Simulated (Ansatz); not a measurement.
# HfB: straining the crystal, equal strain of all cell vectors

The task here is to estimate one member of a computed series from the others.

Method: DFT PBEsol, scalar-relativistic, plane waves, PAW, in Ansatz 0.2.0.

3 further runs of the same task are left out: 3 set aside as unsound or not needed.

**The structure to begin with**

The structure is cubic, space group Fm-3m (No. 225). The conventional cell has a = 4.788 Å, b = 4.788 Å, c = 4.788 Å, α = 90.00°, β = 90.00°, γ = 90.00°. Around Hf (site symmetry m-3m) lie 6 B at 2.39 Å. Around B (site symmetry m-3m) lie 6 Hf at 2.39 Å.

As a file:

```
CELL_PARAMETERS angstrom
2.39395 2.39395 0.00000
-2.39395 2.39395 0.00000
0.00000 0.00000 4.78790
ATOMIC_POSITIONS crystal
Hf 0.50000 0.50000 0.00000
Hf 0.00000 0.00000 0.50000
B 0.00000 0.00000 0.00000
B 0.50000 0.50000 0.50000
```

The unstrained cell was computed beforehand with the same settings: E(σ→0) = -31503.1284 eV for 4 atoms, gap none (metal).

The first run:

input.yaml

```yaml
crystal:
  lattice:
    - [2.3580384545, 2.3580384545, 0.0]
    - [-2.3580384545, 2.3580384545, 0.0]
    - [0.0, 0.0, 4.7160769089]
  atoms:
    - { symbol: Hf, position: [0.5, 0.5, 0.0] }
    - { symbol: Hf, position: [0.0, 0.0, 0.5] }
    - { symbol: B, position: [0.0, 0.0, 0.0] }
    - { symbol: B, position: [0.5, 0.5, 0.5] }
basis:
  ecutwfc: 420
kpoints:
  mp_grid: { grid: [16, 16, 12] }
hamiltonian:
  xc: pbesol
scf:
  occupations: { method: gaussian, width: 0.1 }
output:
  forces: true
  stress: true
  eigenvalues: true
```

Run with:

```console
ansatz run input.yaml --threads 1 --pin off --max-ram 2560MiB --backend cpu --events-out ev --progress --plain --runs-dir out
```

Steps of the session up to this table: The cell strained by -1.5 %; The cell strained by +1.5 %; The cell strained by -3.0 %; Strain +3.0 %; Strain -4.5 %; At +4.5 %.

One table of the session follows, with a row left open; its other results are not shown here.

It belongs to the step «Energy and stress against strain (a metal throughout)». Lengths are those of the vectors of the cell that was run; stresses in GPa:

| strain (%) | ΔE (meV/atom) | a (Å) | b (Å) | c (Å) |
| --- | --- | --- | --- | --- |
| -4.5 | 159.0 | 3.233 | 3.233 | 4.572 |
| -3.0 | ? | ? | ? | ? |
| -1.5 | 16.1 | 3.335 | 3.335 | 4.716 |
| +0.0 | 0.0 | 3.386 | 3.386 | 4.788 |
| +1.5 | 15.1 | 3.436 | 3.436 | 4.860 |
| +3.0 | 57.6 | 3.487 | 3.487 | 4.932 |
| +4.5 | 124.2 | 3.538 | 3.538 | 5.003 |

Q: Estimate the row for strain (%) = -3.0 from the others.

Worked estimate for «ΔE (meV/atom)». A straight line through the neighbours (-4.5, 159.0) and (-1.5, 16.1) gives 159.0 + (16.1 − 159.0) × (-3.0 + 4.5) / (-1.5 + 4.5) = 87.5; a parabola fitted to 3 rows on both sides gives 69.1.

**Answer.** ΔE (meV/atom): 67.5; a (Å): 3.284; b (Å): 3.284; c (Å): 4.644. In «ΔE (meV/atom)» the line misses by +20.0 and the parabola by +1.6.

ΔE is over the unstrained cell. Stress in GPa, positive in compression, on the Cartesian axes of the input. 
